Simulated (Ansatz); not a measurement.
Here is an Ansatz 0.2.0 calculation.

input.yaml

```yaml
crystal:
  lattice:
    - [2.798781865, 0.0, 0.0]
    - [-1.3993909325, 2.4238161948, 0.0]
    - [0.0, 0.0, 4.618273]
  atoms:
    - { symbol: Ni, position: [0.0, 0.0, 0.5], spin: 1.0 }
    - { symbol: O, position: [0.3333333333, 0.6666666667, 0.293961] }
    - { symbol: O, position: [0.6666666667, 0.3333333333, 0.706039] }
hamiltonian:
  xc: pbesol
  pseudopotentials: { kind: paw }
  dispersion: d3bj
magnetization:
  spin_polarized: true
kpoints:
  mp_grid: { grid: [11, 11, 6] }
scf:
  occupations: { method: fermi_dirac, width: 0.05 }
output:
  forces: true
  stress: true
  eigenvalues: true
relax:
  f_tol: 0.01
  max_steps: 40
  cell: { stress_tol: 0.05 }
```

Potentials or basis: Ansatz PAW.

Command:

```bash
$ ansatz run input.yaml --threads 2 --pin off --max-ram 5632MiB --backend cpu --events-out ev --progress --plain --runs-dir out
```

Problem. Estimate the relaxed volume.

Solution. 9.55 Å³/atom.

Problem. Estimate the relaxed cell.

Solution. a = 2.780 Å, b = 2.780 Å, c = 4.281 Å, α = 90.00°, β = 90.00°, γ = 120.00°.

Problem. Predict the net moment.

Solution. 0.00 μB per cell.

The path:
| step | energy change (eV) | largest force (eV/Å) | volume (Å³) |
| --- | --- | --- | --- |
| 1 | 0.0000 | 0.4654 | 31.33 |
| 2 | -0.0269 | 0.2723 | 30.13 |
| 3 | -0.0413 | 0.0050 | 28.81 |
| 4 | -0.0386 | 0.0084 | 29.33 |
| 5 | -0.0393 | 0.0004 | 29.23 |
| 6 | -0.0312 | 0.0001 | 29.23 |
| 7 | -0.0357 | 0.0011 | 28.65 |
| 8 | -0.0352 | 0.0011 | 28.75 |
| 9 | -0.0324 | 0.0012 | 28.75 |
| 10 | -0.0331 | 0.0003 | 28.65 |
| 11 | -0.0325 | 0.0003 | 28.65 |

Caveat: odd divisions of the mesh miss points on the zone boundary, where band edges often lie, so the gap on the mesh can be too wide; the plane-wave basis is chosen anew once the cell has moved, so the energies of steps on either side of that aren't comparable; the pressure holds a Pulay correction of +1.0 GPa for the finite cutoff; the PAW data sets come from PBE, with cores solved anew for the run's functional, which leaves a small shift of forces and pressure; the starting moments weren't kept.
